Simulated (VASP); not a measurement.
# Ga (Im-3m) in VASP: a series of runs, part 2 of 2

VASP 6.6.1. The steps go on from the part before.

## (5) Single point, revPBE

This run uses another cell than the first one, of 22.06 Å³/atom, 1.120 times its volume.

Input file INCAR:

```
SYSTEM = Ga
ALGO = Normal
EDIFF = 1E-7
ENCUT = 520
GGA = RE
ISIF = 2
ISMEAR = -1
LASPH = .True.
LCHARG = .False.
LREAL = .False.
LWAVE = .False.
NBANDS = 12
NELM = 80
PREC = Accurate
SIGMA = 0.1
```

Input file KPOINTS:

```
k-points
0
Gamma
  15 15 15
  0 0 0
```

Input file POSCAR:

```
Ga
1.0
   -1.7667579983      1.7667579983      1.7667579983
    1.7667579983     -1.7667579983      1.7667579983
    1.7667579983      1.7667579983     -1.7667579983
Ga
1
Direct
    0.0000000000      0.0000000000      0.0000000000
```

Potentials or basis: VASP PAW PBE potentials, release 64 (Ga_d).

Started as:

```sh
> cat potpaw_PBE.64/Ga_d/POTCAR > POTCAR
> mpirun -np 1 vasp_std > vasp.out
```

OUTCAR:

```text
SYSTEM = Ga
   EDIFF = 1E-7
   ENCUT = 520
   GGA = RE
   ISIF = 2
   ISMEAR = -1
   LASPH = .True.
   LREAL = .False.
   NELM = 80
   PREC = Accurate

 ion  position               nearest neighbor table
   1  0.000  0.000  0.000-

  LATTYP: Found a body centered cubic cell.
 ALAT       =     3.5335159966

  Lattice vectors:

 A1 = (  -1.7667579983,   1.7667579983,   1.7667579983)
 A2 = (   1.7667579983,  -1.7667579983,   1.7667579983)
 A3 = (   1.7667579983,   1.7667579983,  -1.7667579983)

Analysis of symmetry for initial positions (statically):
=====================================================================
 Subroutine PRICEL returns:
 Original cell was already a primitive cell.

 Routine SETGRP: Setting up the symmetry group for a
 body centered cubic supercell.

 Subroutine GETGRP returns: Found 48 space group operations
 (whereof 48 operations were pure point group operations)
 out of a pool of 48 trial point group operations.

The static configuration has the point symmetry O_h .

Analysis of symmetry for dynamics (positions and initial velocities):
=====================================================================
 Subroutine PRICEL returns:
 Original cell was already a primitive cell.

 Routine SETGRP: Setting up the symmetry group for a
 body centered cubic supercell.

 Subroutine GETGRP returns: Found 48 space group operations
 (whereof 48 operations were pure point group operations)
 out of a pool of 48 trial point group operations.

The dynamic configuration has the point symmetry O_h .

 Subroutine INISYM returns: Found 48 space group operations
 (whereof 48 operations are pure point group operations),
 and found     1 'primitive' translations

----------------------------------------------------------------------------------------

                                     Primitive cell

[... 112 lines left out ...]
   LORBIT       =      0    0 simple, 1 ext, 2 COOP (PROOUT), +10 PAW based schemes
   GGA     = RE    functional components
   LHFCALC =     F    Hartree Fock is set to
   AEXX    =    0.0000 exact exchange contribution
   IVDW    =     0    specifies the selected vdW correction
   LEPSILON=     F    determine dielectric tensor
   LRPA    =     F    only Hartree local field effects (RPA)
 non-spin polarized calculation
  energy-cutoff  :      520.00
  volume of cell :       22.06
 maximum number of plane-waves:       606
   NGX = 11   NGY = 11   NGZ = 11

 number of electron      12.9999990 magnetization

 Free energy of the ion-electron system (eV)
  ---------------------------------------------------
  ext. energy  EPLUGINS =         0.00000000
  ---------------------------------------------------
  free energy    TOTEN  =        -2.55942897 eV

  energy without entropy =       -2.54341319  energy(sigma->0) =       -2.55142108

 E-fermi :   4.3166     XC(G=0): -10.1685

 val. band max:        4.2681525979   @ k =   0.3333   0.2667   0.0667
 cond. band min:       4.3277924832   @ k =   0.2667   0.2667   0.1333
 fundamental gap:      0.0596398854
 Fermi energy:         4.3166395186

 k-point     1 :       0.0000    0.0000    0.0000
  band No.  band energies     occupation
      1     -10.5411      2.00000
      2     -10.5411      2.00000
      3     -10.5411      2.00000
      4     -10.4144      2.00000
      5     -10.4144      2.00000
      6      -5.6140      2.00000
      7      15.1513      0.00000
      8      15.1513      0.00000
      9      15.1513      0.00000
     10      19.9706      0.00000
     11      19.9706      0.00000
     12      19.9706      0.00000
[... 331 lines left out ...]
 k-point    24 :       0.4000    0.2000    0.0000
  band No.  band energies     occupation
      1     -10.5767      2.00000
      2     -10.5223      2.00000
      3     -10.4353      2.00000
      4     -10.4204      2.00000
      5     -10.3698      2.00000
      6       0.4927      2.00000
      7       2.0296      2.00000
      8       6.3704      0.00000
      9      11.0210      0.00000
     10      16.7216      0.00000
     11      20.1015      0.00000
     12      21.9668      0.00000

 [... further k-points ...]

------------------------ aborting loop because EDIFF is reached ----------------------------------------

  FORCE on cell =-STRESS in cart. coord.  units (eV):
  Direction    XX          YY          ZZ          XY          YZ          ZX
  --------------------------------------------------------------------------------------
  -------------------------------------------------------------------------------------
  Total       -0.4940545     -0.4940545     -0.4940545      0.0000000      0.0000000      0.0000000
  in kB      -35.8834568    -35.8834568    -35.8834568      0.0000000      0.0000000      0.0000000
  external PRESSURE =     -35.8834568 kB  Pullay stress =       0.0000000 kB

 VOLUME and BASIS-vectors are now :
 -----------------------------------------------------------------------------
  energy-cutoff  :      520.00
  volume of cell :       22.06
      direct lattice vectors                 reciprocal lattice vectors
    -1.766757998  1.766757998  1.766757998     0.000000000  0.283004237  0.283004237
     1.766757998 -1.766757998  1.766757998     0.283004237  0.000000000  0.283004237
     1.766757998  1.766757998 -1.766757998     0.283004237  0.283004237  0.000000000

 POSITION                                       TOTAL-FORCE (eV/Angst)
 -----------------------------------------------------------------------------------
      0.00000      0.00000      0.00000        -0.000000      0.000000     -0.000000
 -----------------------------------------------------------------------------------
    total drift:                               -0.000000      0.000000      0.000000

  FREE ENERGIE OF THE ION-ELECTRON SYSTEM (eV)
  ---------------------------------------------------
  free  energy   TOTEN  =        -2.5594289656 eV

  energy  without entropy=       -2.5434131861  energy(sigma->0) =       -2.55142108
```

OSZICAR:

```text
N       E                     dE             d eps       ncg     rms          rms(c)
DAV:   1     0.467903743691E+02    0.46790E+02   -0.67592E+03  3012   0.180E+03
DAV:   2    -0.887601274731E-01   -0.46879E+02   -0.45493E+02  3060   0.269E+02
DAV:   3    -0.255348312554E+01   -0.24647E+01   -0.24598E+01  3344   0.480E+01
DAV:   4    -0.257631499842E+01   -0.22832E-01   -0.22829E-01  3368   0.510E+00
DAV:   5    -0.257658373860E+01   -0.26874E-03   -0.26873E-03  3388   0.526E-01    0.663E-01
DAV:   6    -0.256305733859E+01    0.13526E-01   -0.21563E-02  3528   0.270E+00    0.362E-01
DAV:   7    -0.255972726857E+01    0.33301E-02   -0.53708E-03  4520   0.112E+00    0.993E-02
DAV:   8    -0.255942006341E+01    0.30721E-03   -0.52315E-04  3544   0.397E-01    0.818E-03
DAV:   9    -0.255942753583E+01   -0.74724E-05   -0.62582E-06  4144   0.311E-02    0.330E-03
DAV:  10    -0.255942913799E+01   -0.16022E-05   -0.78625E-07  3324   0.801E-03    0.316E-04
DAV:  11    -0.255942903237E+01    0.10563E-06   -0.52512E-09  2284   0.967E-04    0.122E-04
DAV:  12    -0.255942896559E+01    0.66776E-07   -0.18071E-09  1652   0.609E-04
   1 F= -.25594290E+01 E0= -.25514211E+01  d E =-.160158E-01
```

stdout:

```text
POSCAR found type information on POSCAR Ga
 POSCAR found :  1 types and       1 ions
 scaLAPACK will be used
 -----------------------------------------------------------------------------
|                                                                             |
|                                                                             |
|     You enforced a specific xc type in the INCAR file but a different       |
|     I HOPE YOU KNOW WHAT YOU ARE DOING!                                     |
|                                                                             |
 -----------------------------------------------------------------------------

 LDA part: xc-table for (Slater+PW92), standard interpolation
 POSCAR, INCAR and KPOINTS ok, starting setup
 FFT: planning ... GRIDC
 FFT: planning ... GRID_SOFT
 FFT: planning ... GRID
 WAVECAR not read
 entering main loop
```

It took 7.8 s on 1 thread of Intel Xeon 6975P-C (Granite Rapids), shared host; peak memory 0.15 GiB.

Results:

```
Free energy            : -2.5594 eV
Pressure               : -3.6 GPa
Band gap on the k mesh : none (metal or under the smearing width)
```

Caveat: the PAW data sets were made with another functional, which shifts forces and pressure a little.

## (6) Summary

| cell | k mesh | gap on the mesh (eV) | pressure (GPa) |
| --- | --- | --- | --- |
| Im-3m, 19.7 Å³/atom | 21 × 21 × 21 | none | 0.2 |
| Im-3m, 20.48 Å³/atom | 15 × 15 × 15 | none | -1.5 |
| Im-3m, 18.12 Å³/atom | 15 × 15 × 15 | none | 4.7 |
| Im-3m, 22.06 Å³/atom | 15 × 15 × 15 | none | -3.6 |

Alike in all rows: task single point; level revPBE; potentials or basis VASP PAW PBE potentials, release 64 (Ga_d); no spin polarisation; cutoff (eV) 520; smearing fermi-dirac 0.1 eV.

Every run on the cell as given and a fine mesh finds a metal.

Caveats: the PAW data sets were made with another functional, which shifts forces and pressure a little.

Total energies depend on the potentials used, so only differences within one code and one set of settings carry meaning.
